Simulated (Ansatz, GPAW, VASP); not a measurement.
CaO: 4 runs at one level of theory

```
Ca O
1.0
     0.00000    2.40356    2.40356
     2.40356    0.00000    2.40356
     2.40356    2.40356    0.00000
Ca O
1 1
Cartesian
  0.0000 0.0000 0.0000
  2.4036 2.4036 2.4036
```

The cell is a database's computed one, not the measured one.

Alike in all runs: task single point; functional PBE; k mesh 10 × 10 × 10; occupations gaussian, width 0.05 eV; no spin polarisation; no spin-orbit coupling. Pressure is positive in compression and, in plane waves, holds the error of the finite cutoff, which Ansatz's Pulay term estimates and takes out.

```csv
program and potentials,plane-wave cutoff (eV),notes,band gap (eV),pressure (GPa)
"Ansatz, Ansatz PAW",420,Pulay term of +0.41 GPa included,3.66,1.61
"VASP, PBE PAW files Ca_sv, O, release 54, 520 eV",520,-,3.64,2.19
"GPAW, GPAW PAW data sets (gpaw-data 1.2.1)",800,-,3.69,2.16
"Ansatz, all-electron LAPW, scalar-relativistic",-,-,3.65,1.60
```

The band gap spans 3.64 (VASP, PBE PAW files Ca_sv, O, release 54, 520 eV) to 3.69 eV (GPAW, GPAW PAW data sets (gpaw-data 1.2.1)), with all-electron results at 3.65. The pressure spans 1.60 (Ansatz, all-electron LAPW, scalar-relativistic) to 2.19 GPa (VASP, PBE PAW files Ca_sv, O, release 54, 520 eV), with all-electron results at 1.60. The gap is indirect and read on the mesh alone.

The functional is the same throughout but for its coding, so the spread measures potentials, basis and numerics; runs on potential files found faulty are left out.
